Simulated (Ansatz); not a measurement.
# Which way does SiO2 + HfS2 ⇌ SiS2 + HfO2 run?

Plane-wave DFT in Ansatz with scalar-relativistic PAW potentials, cutoff 420 eV, Γ-centred meshes chosen by cell and gap, Gaussian smearing with energies taken to zero width. Every cell was relaxed (cell and atoms) in a run of its own, within the symmetry of its start. Functional: PBEsol.

Total energies hold large constants for each element; a whole number of eV per atom of each element is taken off below, which cancels in a balanced reaction.

```tsv
compound	lowest structure computed	structures tried	V (Å³/atom)	gap on mesh (eV)	E (eV per formula unit, common shift removed)
SiO2	I-42d	7	15.16	5.82	-9.6235
HfS2	P-3m1	1	22.15	0.93	-4.5745
SiS2	Ibam	3	26.11	2.86	-2.2704
HfO2	P2_1/c	4	11.43	3.97	-11.2880
```

**Question.** Work out the reaction energy at 0 K.

**Answer.** ΔE = E(SiS2) + E(HfO2) − E(SiO2) − E(HfS2) = 0.640 eV, or 62 kJ per mole of reaction (107 meV/atom). The left side is lower: Si takes O and Hf takes S. Pauling's electronegativities (Hf 1.3, Si 1.9; O 3.44, S 2.58) would pair Hf with O, the most ionic bond; the result goes the other way, so matching of sizes, lattice energies or covalent bonding outweigh it. All four are computed as solids; where they are solids at ordinary conditions entropy changes little. A lower structure that wasn't tried would shift the value, and mixed crystals may lie lower than either side. This functional puts SiO2 lowest in I-42d, which isn't its usual phase at room temperature.

Spin-orbit coupling is left out, which matters for the bands of heavy elements. Each cell of HfS2, SiS2 holds layers, chains or molecules, and where no dispersion correction was added their binding is poorly described.